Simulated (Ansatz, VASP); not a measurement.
# AlN: VASP beside Ansatz

```xyz
4
Lattice="3.1377 0.0000 0.0000 -1.5688 2.7173 0.0000 0.0000 0.0000 4.2964" Properties=species:S:1:pos:R:3 pbc="T T T"
Al    0.0000    1.8115    3.2223
Al    1.5688    0.9058    1.0741
N     0.0000    1.8115    1.0741
N     1.5688    0.9058    3.2223
```

Alike in both runs: task single point; functional PBE; k mesh 9 × 9 × 6; occupations gaussian, width 0.05 eV; no spin polarisation.

|  | VASP | Ansatz |
| --- | --- | --- |
| version | VASP 6.6.1 | Ansatz 0.2.0 |
| potentials or method | VASP PAW PBE potentials, release 64 (Al, N) | scalar-relativistic, plane waves, PAW |
| plane-wave cutoff (eV) | 520 | 520 |
| valence electrons in the cell | 16 | 16 |

Ansatz gave:

- gap on the k mesh at the Fermi level (eV): 3.75
- least direct gap on the mesh (eV): 3.75
- pressure (GPa): 25.7
- largest component of the traceless stress (GPa): 17.91

Which values does VASP return?

gap on the k mesh at the Fermi level (eV): 3.77; least direct gap on the mesh (eV): 3.77; pressure (GPa): 25.6; largest component of the traceless stress (GPa): 17.86.

The functional is the same, so the differences come from potentials, cutoffs and numerics.

Caveats: so large a pressure means that the cell lies far from this level's equilibrium, or that cutoff or potentials fall short (VASP).
